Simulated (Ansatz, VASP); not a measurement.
ZrSe2 in VASP and in Ansatz

```
Zr Se
1.0
     3.74667    0.00000    0.00000
    -1.87333    3.24471    0.00000
     0.00000    0.00000    6.10831
Zr Se
1 2
Direct
  0.00000 0.00000 0.00000
  0.66667 0.33333 0.75000
  0.33333 0.66667 0.25000
```

Change from the starting cell: volume scaled by 0.96.

Alike in both runs: task single point; functional PBEsol; k mesh 8 × 8 × 5; occupations fermi-dirac, width 0.05 eV; no spin polarisation.

|  | VASP | Ansatz |
| --- | --- | --- |
| version | VASP 6.6.1 | Ansatz 0.2.0 |
| potentials or method | VASP PAW PBE potentials, release 64 (Zr_sv, Se) | Ansatz PAW |
| plane-wave cutoff (eV) | 520 | 420 |
| valence electrons in the cell | 24 | 44 |

Ansatz gave:

* gap on the k mesh at the Fermi level (eV): 0.31
* least direct gap on the mesh (eV): 1.01
* pressure (GPa): 2.2
* largest component of the traceless stress (GPa): 1.21
* rms of the force components (eV/Å): 0.257

**Question.** What did VASP give for the same quantities?

**Answer.** gap on the k mesh at the Fermi level (eV): 0.31; least direct gap on the mesh (eV): 1.00; pressure (GPa): 2.4; largest component of the traceless stress (GPa): 1.21; rms of the force components (eV/Å): 0.272.

Atom by atom the forces differ by 0.014 eV/Å (rms over components). The two sets of potentials don't hold the same shells in valence.

Caveats: this functional lacks dispersion, which binds the layers, so the pressure and a relaxed spacing across them are unreliable; the PAW data sets were made with another functional, which shifts forces and pressure a little (VASP); an odd mesh through Γ misses points on the zone boundary, where band edges often lie (VASP); odd divisions of the mesh miss points on the zone boundary, where band edges often lie, so the gap on the mesh can be too wide (Ansatz); the PAW data sets come from PBE, with cores solved anew for the run's functional, which leaves a small shift of forces and pressure (Ansatz).
